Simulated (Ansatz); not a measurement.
# CdTe: the cost of one run

Method: DFT PBE, scalar-relativistic, plane waves, PAW, in Ansatz 0.2.0.

The COD entry's cell or inner coordinates are ideal or old and differ from later refinements, so a difference from it is no clean test against experiment.

3 further runs of the same task are left out: 3 set aside as unsound or not needed.

### Step 1. The starting structure

Symmetry: F-43m, No. 216, cubic system. Conventional cell: a = 6.617 Å, b = 6.617 Å, c = 6.617 Å, α = 90.00°, β = 90.00°, γ = 90.00°. Cd (site symmetry -43m) has 4 Te at 2.87 Å as nearest neighbours. Te (site symmetry -43m) has 4 Cd at 2.87 Å as nearest neighbours.

Structure file:

```cif
data_structure
_symmetry_space_group_name_H-M 'P 1'
_symmetry_Int_Tables_number 1
_cell_length_a 4.6792
_cell_length_b 4.6792
_cell_length_c 4.6792
_cell_angle_alpha 60.000
_cell_angle_beta 60.000
_cell_angle_gamma 60.000
_cell_volume 72.44
loop_
_atom_site_label
_atom_site_type_symbol
_atom_site_fract_x
_atom_site_fract_y
_atom_site_fract_z
_atom_site_occupancy
Cd1 Cd 0.00000 0.00000 0.00000 1
Te1 Te 0.75000 0.75000 0.75000 1
```

It is the result of an earlier relaxation at this level (volume 36.22 Å³/atom; gap on the mesh: 0.59 eV).

### Step 2. Plan of the line

The energy is mapped over volume and the cell's shape.

- volume per atom: 5 values from 31.88 to 40.57 Å³
- c/a of the conventional cell: 5 values from 0.834 to 1.200

Nothing else is relaxed (symmetry fixes all fractional coordinates). Energies count from the relaxed crystal. Points are written as (first, second).

### Step 3. The run at (34.05 Å³, 0.834)

input.yaml reads:

```yaml
crystal:
  lattice:
    - [0.0, 2.870796046, 3.4438532222]
    - [3.4438532222, 0.0, 3.4438532222]
    - [3.4438532222, 2.870796046, 0.0]
  atoms:
    - { symbol: Cd, position: [0.0, 0.0, 0.0] }
    - { symbol: Te, position: [0.75, 0.75, 0.75] }
basis:
  ecutwfc: 420
kpoints:
  mp_grid: { grid: [10, 10, 10] }
hamiltonian:
  xc: pbe
scf:
  occupations: { method: gaussian, width: 0.05 }
output:
  forces: true
  stress: true
  eigenvalues: true
```

Launch:

```
ansatz run input.yaml --threads 1 --pin off --max-ram 2048MiB --backend cpu --events-out ev --progress --plain --runs-dir out
```

**Question.** How long does this run take on 1 thread of Arm Neoverse V2, shared host, and how much memory does it need?

About 11 s, with a peak of 0.43 GiB.
